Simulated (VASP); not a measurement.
# Ba (P6/mmm) in VASP: notebook

Runs on Ba. Level: LDA. Tasks: single point.

Program: VASP 6.6.1. These are calculated values, not measurements. Logs are shortened: lines on timing, memory, paths and dates and some standing lists are left out, and cuts for length are marked.

### 1 The crystal as given

The structure is hexagonal, space group P6/mmm (No. 191). Conventional cell: a = 4.312 Å, b = 4.312 Å, c = 3.913 Å, α = 90.00°, β = 90.00°, γ = 120.00°. Ba (site symmetry 6/mmm) is surrounded by 8 Ba at 3.91 to 4.31 Å.

This isn't the form of Ba at room conditions, which is bcc.

### 2 Single point, LDA

Contents of INCAR:

```
SYSTEM = Ba
ADDGRID = .False.
ALGO = Normal
EDIFF = 1E-6
ENCUT = 700
GGA = CA
ISIF = 2
ISMEAR = -1
LASPH = .True.
LCHARG = .False.
LREAL = .False.
LWAVE = .False.
NBANDS = 11
NELM = 100
PREC = Accurate
SIGMA = 0.2
```

Contents of KPOINTS:

```
k-points
0
Gamma
  10 10 10
  0 0 0
```

Contents of POSCAR:

```
Ba
1.0
    4.3116136979      0.0000000000      0.0000000000
   -2.1558068490      3.7339669937      0.0000000000
    0.0000000000      0.0000000000      3.9134133000
Ba
1
Direct
    0.0000000000      0.0000000000      0.0000000000
```

Potentials or basis: VASP PAW LDA potentials, release 64 (Ba_sv).

Launch:

```console
$ cat potpaw_LDA.64/Ba_sv/POTCAR > POTCAR
$ mpirun -np 1 vasp_std > vasp.out
```

OUTCAR:

```text
SYSTEM = Ba
   EDIFF = 1E-6
   ENCUT = 700
   GGA = CA
   ISIF = 2
   ISMEAR = -1
   LASPH = .True.
   LREAL = .False.
   NELM = 100
   PREC = Accurate

 Found     84 irreducible k-points:

 Following reciprocal coordinates:
            Coordinates               Weight
  0.000000  0.000000  0.000000      1.000000
  0.100000  0.000000  0.000000      6.000000
  0.200000  0.000000  0.000000      6.000000
  0.300000  0.000000  0.000000      6.000000
  0.400000  0.000000  0.000000      6.000000
  0.500000  0.000000  0.000000      3.000000
   k-points           NKPTS =     84   k-points in BZ     NKDIM =     84   number of bands    NBANDS=     11
   number of dos      NEDOS =    301   number of ions     NIONS =      1
   total plane-waves  NPLWV =  57600
   dimension x,y,z NGX =    40 NGY =   40 NGZ =   36
   dimension x,y,z NGXF=    80 NGYF=   80 NGZF=   72
   ions per type =               1
   NGX,Y,Z   is equivalent  to a cutoff of  15.42, 15.42, 15.29 a.u.
   NGXF,Y,Z  is equivalent  to a cutoff of  30.85, 30.85, 30.59 a.u.
 SYSTEM =  Ba
   PREC   = accura    normal or accurate (medium, high low for compatibility)
   ISTART =      0    job   : 0-new  1-cont  2-samecut
   ICHARG =      2    charge: 1-file 2-atom 10-const
   ISPIN  =      1    spin polarized calculation?
   LNONCOLLINEAR =      F non collinear calculations
   LSORBIT =      F    spin-orbit coupling
   LASPH  =      T    aspherical Exc in radial PAW
   ENCUT  =  700.0 eV  51.45 Ry    7.17 a.u.   9.30  9.30  8.44*2*pi/ulx,y,z
   NELM   =    100;   NELMIN=  2; NELMDL= -5     # of ELM steps
   EDIFF  = 0.1E-05   stopping-criterion for ELM
   LREAL  =      F    real-space projection
   EDIFFG = 0.1E-04   stopping-criterion for IOM
   NSW    =      0    number of steps for IOM
   IBRION =     -1    ionic relax: 0-MD 1-quasi-New 2-CG
   NFREE  =      0    steps in history (QN), initial steepest desc. (CG)
   ISIF   =      2    stress and relaxation
   ISYM   =      2    0-nonsym 1-usesym 2-fastsym
   POTIM  = 0.5000    time-step for ionic-motion
   TEBEG  =    0.0;   TEEND  =   0.0 temperature during run
   PSTRESS=    0.0 pullay stress
   NELECT =      10.0000    total number of electrons
   NUPDOWN=      -1.0000    fix difference up-down
   EMIN   =  10.00;   EMAX   =-10.00  energy-range for DOS
   EFERMI =   0.00;   METHOD = LEGACY
   ISMEAR =    -1;   SIGMA  =   0.20  broadening in eV -4-tet -1-fermi 0-gaus
   EFERMI_NEDOS =   21; number of points for ismear=-14 and -15
   IALGO  =     38    algorithm
   IMIX   =      4    mixing-type and parameters
     AMIX     =   0.40;   BMIX     =  1.00
     AMIX_MAG =   1.60;   BMIX_MAG =  1.00
  volume/ion in A,a.u.               =      63.00       425.17
  Fermi-wavevector in a.u.,A,eV,Ry     =   0.886379  1.675014 10.689660  0.785668
  Thomas-Fermi vector in A             =   2.007537
   LORBIT       =      0    0 simple, 1 ext, 2 COOP (PROOUT), +10 PAW based schemes
   GGA     = CA    functional components
   LHFCALC =     F    Hartree Fock is set to
   AEXX    =    0.0000 exact exchange contribution
   IVDW    =     0    specifies the selected vdW correction
   LEPSILON=     F    determine dielectric tensor
   LRPA    =     F    only Hartree local field effects (RPA)
 non-spin polarized calculation
  energy-cutoff  :      700.00
  volume of cell :       63.00
 maximum number of plane-waves:      2687
 NGX is ok and might be reduce to    40
   NGX = 19   NGY = 19   NGZ = 17

 number of electron      10.0000000 magnetization

 number of electron       9.9999999 magnetization

 Free energy of the ion-electron system (eV)
  ---------------------------------------------------
  ext. energy  EPLUGINS =         0.00000000
  ---------------------------------------------------
  free energy    TOTEN  =        -2.13994532 eV

  energy without entropy =       -1.90578589  energy(sigma->0) =       -2.02286561

 E-fermi :   1.3898     XC(G=0):  -7.5979

 val. band max:        1.3419808144   @ k =   0.4000   0.2000   0.3000
 cond. band min:       1.4285593229   @ k =   0.4000   0.2000   0.2000
 fundamental gap:      0.0865785084
 Fermi energy:         1.3897733253

 k-point     1 :       0.0000    0.0000    0.0000
  band No.  band energies     occupation
      1     -27.5370      2.00000
      2     -12.4817      2.00000
      3     -12.4817      2.00000
      4     -12.3753      2.00000
      5      -1.2703      2.00000
      6       1.4674      0.80845
      7       3.1000      0.00039
      8       3.1000      0.00039
      9       6.2934      0.00000
     10       6.2934      0.00000
     11       7.5390      0.00000

 k-point     2 :       0.1000    0.0000    0.0000
  band No.  band energies     occupation
      1     -27.5329      2.00000
      2     -12.5330      2.00000
      3     -12.4931      2.00000
      4     -12.3702      2.00000
      5      -1.0998      1.99999
      6       1.5393      0.64274
      7       2.8460      0.00138
      8       3.2716      0.00016
      9       5.9647      0.00000
     10       6.2486      0.00000
     11       8.0566      0.00000

 k-point     3 :       0.2000    0.0000    0.0000
  band No.  band energies     occupation
      1     -27.5222      2.00000
      2     -12.6635      2.00000
      3     -12.5228      2.00000
      4     -12.3569      2.00000
      5      -0.6418      1.99992
      6       1.7048      0.34291
      7       2.3937      0.01313
      8       3.7731      0.00001
      9       5.3614      0.00000
     10       6.1359      0.00000
     11       8.7122      0.00000

 k-point     4 :       0.3000    0.0000    0.0000
  band No.  band energies     occupation
      1     -27.5090      2.00000
      2     -12.8180      2.00000
      3     -12.5589      2.00000
      4     -12.3404      2.00000
      5      -0.0613      1.99859
      6       1.6968      0.35452
      7       2.2967      0.02123
      8       4.5609      0.00000
      9       4.8317      0.00000
     10       6.0053      0.00000
     11       7.8172      0.00000

 k-point     5 :       0.4000    0.0000    0.0000
  band No.  band energies     occupation
      1     -27.4983      2.00000
      2     -12.9381      2.00000
      3     -12.5878      2.00000
      4     -12.3269      2.00000
      5       0.3596      1.98848
      6       1.6639      0.40506
      7       2.4545      0.00970
      8       4.4882      0.00000
      9       5.5299      0.00000
     10       5.9056      0.00000
     11       7.3744      0.00000

 k-point     6 :       0.5000    0.0000    0.0000
  band No.  band energies     occupation
      1     -27.4941      2.00000
      2     -12.9829      2.00000
      3     -12.5987      2.00000
      4     -12.3218      2.00000
      5       0.4694      1.98013
      6       1.7576      0.27432
      7       2.4877      0.00823
      8       4.3701      0.00000
      9       5.8689      0.00000
     10       6.2037      0.00000
     11       7.3480      0.00000

 [... further k-points ...]

------------------------ aborting loop because EDIFF is reached ----------------------------------------

  FORCE on cell =-STRESS in cart. coord.  units (eV):
  Direction    XX          YY          ZZ          XY          YZ          ZX
  --------------------------------------------------------------------------------------
  -------------------------------------------------------------------------------------
  Total       -0.5545609     -0.5545609     -0.1977894      0.0000000      0.0000000      0.0000000
  in kB      -14.1024260    -14.1024260     -5.0297624      0.0000000      0.0000000      0.0000000
  external PRESSURE =     -11.0782048 kB  Pullay stress =       0.0000000 kB

 VOLUME and BASIS-vectors are now :
 -----------------------------------------------------------------------------
  energy-cutoff  :      700.00
  volume of cell :       63.00
      direct lattice vectors                 reciprocal lattice vectors
     4.311613698  0.000000000  0.000000000     0.231931724  0.133905844  0.000000000
    -2.155806849  3.733966994  0.000000000     0.000000000  0.267811687  0.000000000
     0.000000000  0.000000000  3.913413300     0.000000000  0.000000000  0.255531405

 POSITION                                       TOTAL-FORCE (eV/Angst)
 -----------------------------------------------------------------------------------
      0.00000      0.00000      0.00000         0.000000      0.000000      0.000000
 -----------------------------------------------------------------------------------
    total drift:                               -0.000000     -0.000000      0.000000

  FREE ENERGIE OF THE ION-ELECTRON SYSTEM (eV)
  ---------------------------------------------------
  free  energy   TOTEN  =        -2.1399453227 eV

  energy  without entropy=       -1.9057858895  energy(sigma->0) =       -2.02286561
```

stdout:

```text
POSCAR found type information on POSCAR Ba
 POSCAR found :  1 types and       1 ions
 scaLAPACK will be used
 LDA part: xc-table for (Slater(with rela. corr.)+CA(PZ))
 , standard interpolation
 POSCAR, INCAR and KPOINTS ok, starting setup
 FFT: planning ... GRIDC
 FFT: planning ... GRID_SOFT
 FFT: planning ... GRID
 WAVECAR not read
 entering main loop
```

It took 28 s on 1 thread of Intel Xeon 6975P-C (Granite Rapids), shared host; peak memory 0.24 GiB.

The run converged, but some of its settings lie outside the range that counts as converged, so its numbers aren't taken as properties of the crystal.

Results:

| Property | Result |
| --- | --- |
| Free energy | -2.1399 eV |
| Pressure | -1.1 GPa |
| Band gap on the k mesh | none (metal or under the smearing width) |

### 3 Single point, LDA

INCAR is that of step 2.

KPOINTS is that of step 2.

Contents of POSCAR:

```
Ba
1.0
    4.3404360000      0.0427450000      0.0778240000
   -2.1332000000      3.6827230000     -0.0419260000
    0.0706370000     -0.0031590000      3.9204320000
Ba
1
Direct
    0.0107920000      0.0146870000     -0.0229320000
```

Potentials or basis: VASP PAW LDA potentials, release 64 (Ba_sv).

Launch:

```console
$ cat potpaw_LDA.64/Ba_sv/POTCAR > POTCAR
$ mpirun -np 1 vasp_std > vasp.out
```

OUTCAR:

```text
SYSTEM = Ba
   EDIFF = 1E-6
   ENCUT = 700
   GGA = CA
   ISIF = 2
   ISMEAR = -1
   LASPH = .True.
   LREAL = .False.
   NELM = 100
   PREC = Accurate

 Found    504 irreducible k-points:

 Following reciprocal coordinates:
            Coordinates               Weight
  0.000000  0.000000  0.000000      1.000000
  0.100000  0.000000 -0.000000      2.000000
  0.200000  0.000000 -0.000000      2.000000
  0.300000 -0.000000  0.000000      2.000000
  0.400000 -0.000000 -0.000000      2.000000
  0.500000 -0.000000  0.000000      1.000000
   k-points           NKPTS =    504   k-points in BZ     NKDIM =    504   number of bands    NBANDS=     11
   number of dos      NEDOS =    301   number of ions     NIONS =      1
   total plane-waves  NPLWV =  57600
   dimension x,y,z NGX =    40 NGY =   40 NGZ =   36
   dimension x,y,z NGXF=    80 NGYF=   80 NGZF=   72
   ions per type =               1
   NGX,Y,Z   is equivalent  to a cutoff of  15.32, 15.62, 15.26 a.u.
   NGXF,Y,Z  is equivalent  to a cutoff of  30.63, 31.25, 30.53 a.u.
 SYSTEM =  Ba
   PREC   = accura    normal or accurate (medium, high low for compatibility)
   ISTART =      0    job   : 0-new  1-cont  2-samecut
   ICHARG =      2    charge: 1-file 2-atom 10-const
   ISPIN  =      1    spin polarized calculation?
   LNONCOLLINEAR =      F non collinear calculations
   LSORBIT =      F    spin-orbit coupling
[... 66 lines left out ...]
      6       1.4747      0.79094
      7       2.9716      0.00073
      8       3.2443      0.00019
      9       6.2387      0.00000
     10       6.3078      0.00000
     11       7.5505      0.00000
[... 57 lines left out ...]
 k-point     6 :       0.5000   -0.0000    0.0000
  band No.  band energies     occupation
      1     -27.4953      2.00000
      2     -12.9717      2.00000
      3     -12.5741      2.00000
      4     -12.3291      2.00000
      5       0.4505      1.98191
      6       1.7477      0.28630
      7       2.4257      0.01120
      8       4.3735      0.00000
      9       5.9191      0.00000
     10       6.1815      0.00000
     11       7.2873      0.00000

 [... further k-points ...]

------------------------ aborting loop because EDIFF is reached ----------------------------------------

  FORCE on cell =-STRESS in cart. coord.  units (eV):
  Direction    XX          YY          ZZ          XY          YZ          ZX
  --------------------------------------------------------------------------------------
  -------------------------------------------------------------------------------------
  Total       -0.5839194     -0.5054903     -0.2146887     -0.0549437     -0.0019540      0.0538430
  in kB      -14.8490114    -12.8545675     -5.4595117     -1.3972132     -0.0496892      1.3692232
  external PRESSURE =     -11.0543635 kB  Pullay stress =       0.0000000 kB

 VOLUME and BASIS-vectors are now :
 -----------------------------------------------------------------------------
  energy-cutoff  :      700.00
  volume of cell :       63.00
      direct lattice vectors                 reciprocal lattice vectors
     4.340436000  0.042745000  0.077824000     0.229156949  0.132692299 -0.004021951
    -2.133200000  3.682723000 -0.041926000    -0.002663728  0.269998278  0.000265553
     0.070637000 -0.003159000  3.920432000    -0.004577452  0.000253366  0.255156610

 POSITION                                       TOTAL-FORCE (eV/Angst)
 -----------------------------------------------------------------------------------
      0.08453      0.05146      3.83075         0.000000     -0.000000      0.000000
 -----------------------------------------------------------------------------------
    total drift:                               -0.000000      0.000001      0.000001

  FREE ENERGIE OF THE ION-ELECTRON SYSTEM (eV)
  ---------------------------------------------------
  free  energy   TOTEN  =        -2.1406571006 eV

  energy  without entropy=       -1.9062052824  energy(sigma->0) =       -2.02343119
```

OSZICAR:

```text
N       E                     dE             d eps       ncg     rms          rms(c)
DAV:   1     0.614166340248E+02    0.61417E+02   -0.49707E+03 11088   0.949E+02
DAV:   2     0.119479380539E+01   -0.60222E+02   -0.58538E+02 13209   0.152E+02
DAV:   3    -0.201363180568E+01   -0.32084E+01   -0.31818E+01 14405   0.363E+01
DAV:   4    -0.214647405889E+01   -0.13284E+00   -0.13240E+00 15737   0.619E+00
DAV:   5    -0.214816014811E+01   -0.16861E-02   -0.16856E-02 14441   0.627E-01    0.183E+00
DAV:   6    -0.214328335549E+01    0.48768E-02   -0.49019E-03 13697   0.592E-01    0.107E+00
DAV:   7    -0.214058900172E+01    0.26944E-02   -0.80782E-03 13406   0.774E-01    0.495E-02
DAV:   8    -0.214065516824E+01   -0.66167E-04   -0.43464E-04 17246   0.111E-01    0.177E-02
DAV:   9    -0.214065693329E+01   -0.17650E-05   -0.73577E-06 13305   0.220E-02    0.812E-03
DAV:  10    -0.214065710062E+01   -0.16734E-06   -0.21433E-06 10615   0.753E-03
   1 F= -.21406571E+01 E0= -.20234312E+01  d E =-.234452E+00
```

Run time: 2.6 min. Hardware: 1 thread of Intel Xeon 6975P-C (Granite Rapids), shared host; peak memory 0.61 GiB.

These settings aren't checked as converged: the numbers below hold their error.

Results:

```
Free energy            : -2.1407 eV
Pressure               : -1.1 GPa
Band gap on the k mesh : none (metal or under the smearing width)
```

### 4 For comparison

An earlier run on the cell as given: functional PBE; potentials or basis VASP PAW PBE potentials, release 64 (Ba_sv); cutoff 520 eV; k mesh 7 × 7 × 7; occupations fermi-dirac, width 0.05 eV; no spin polarisation.

* Pressure: -0.1 GPa
* Band gap on the k mesh: none (metal or under the smearing width)
